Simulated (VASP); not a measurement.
Crystal: Te.

```
CELL_PARAMETERS angstrom
4.31182 0.00000 0.00000
-2.15591 3.73414 0.00000
0.00000 0.00000 5.96633
ATOMIC_POSITIONS crystal
Te 0.28469 0.00000 0.33333
Te 0.00000 0.28469 0.66667
Te 0.71531 0.71531 0.00000
```

Base run:

| Item | Value |
| --- | --- |
| Program | VASP 6.6.1 |
| Functional | PBEsol |
| Potentials or basis | VASP PAW PBE potentials, release 64 (Te) |
| Cutoff | 900 eV |
| k mesh | 9 × 9 × 6 |
| Occupations | gaussian, width 0.1 eV |
| Spin | no spin polarisation |

Its results: band gap on the k mesh none (metal or under the smearing width); pressure 0.0 GPa.

**Question.** The run is repeated on the same cell with these changes: functional from PBEsol to r2SCAN; cutoff from 900 eV to 520 eV. What comes out?

**Answer.** Band gap on the k mesh 0.14 eV, direct; pressure 2.0 GPa.

r2SCAN gives the wider gap, since meta-GGAs in the generalised Kohn-Sham scheme recover part of the derivative discontinuity.

Caveats: the PAW data sets were made with another functional, which shifts forces and pressure a little; spin-orbit coupling is left out, which moves the levels of the heavy elements (some runs); an odd mesh through Γ misses points on the zone boundary, where band edges often lie (some runs).
